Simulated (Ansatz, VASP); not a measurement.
Given: the input of a run of VASP 6.6.1 on BAs.

The input INCAR:

```
PREC = Accurate
ENCUT = 600
EDIFF = 1E-6
ISMEAR = -1
SIGMA = 0.05
LREAL = F
LASPH = T
NELM = 60
ALGO = Fast
ISIF = 3
LWAVE = F
LCHARG = F
GGA = PE
IBRION = 2
NSW = 40
EDIFFG = -0.01
PSTRESS = 0
```

The input KPOINTS:

```
regular mesh
0
Gamma
  9 9 9
```

File POSCAR:

```
BAs
1.0
    2.9343700000      0.0000000000      0.0000000000
    0.0000000000      2.9343700000      0.0000000000
    0.0000000000      0.0000000000      2.9343700000
B As
1 1
Direct
    0.5000000000      0.5000000000      0.5000000000
    0.0000000000      0.0000000000      0.0000000000
```

Potentials or basis: VASP PAW PBE potentials, release 64 (B, As).

Command:

```console
$ cat potpaw_PBE.64/B/POTCAR potpaw_PBE.64/As/POTCAR > POTCAR
$ mpirun -np 1 vasp_std > vasp.out
```

Translate it to Ansatz 0.2.0. Potentials there: Ansatz PAW.

As run (the cutoff follows the program's own potentials):

input.yaml

```yaml
crystal:
  lattice:
    - [2.93437, 0.0, 0.0]
    - [0.0, 2.93437, 0.0]
    - [0.0, 0.0, 2.93437]
  atoms:
    - { symbol: B, position: [0.5, 0.5, 0.5] }
    - { symbol: As, position: [0.0, 0.0, 0.0] }
hamiltonian:
  xc: pbe
  pseudopotentials: { kind: paw }
kpoints:
  mp_grid: { grid: [9, 9, 9] }
scf:
  occupations: { method: fermi_dirac, width: 0.05 }
output:
  forces: true
  stress: true
  eigenvalues: true
relax:
  f_tol: 0.01
  max_steps: 40
  cell: { stress_tol: 0.05 }
```

Potentials or basis: Ansatz PAW.

Launch:

```console
$ ansatz run input.yaml --threads 2 --pin off --max-ram 5632MiB --backend cpu --events-out ev --progress --plain --runs-dir out
```

Both were run:

|  | VASP | Ansatz | Ansatz less VASP |
| --- | --- | --- | --- |
| gap on the k mesh at the Fermi level, each at its own relaxed structure (eV) | none | none | - |
| relaxed volume (Å³/atom) | 12.71 | 12.68 | -0.025 |
| relaxed cell length with the largest relative difference (Å) | 2.940 | 2.938 | -0.0019 |

A gap of «none» marks a metal or a gap that the smearing closes. The two sets of potentials don't hold the same shells in valence.

Caveats: the plane-wave basis is chosen anew once the cell has moved, so the energies of steps on either side of that aren't comparable (Ansatz).
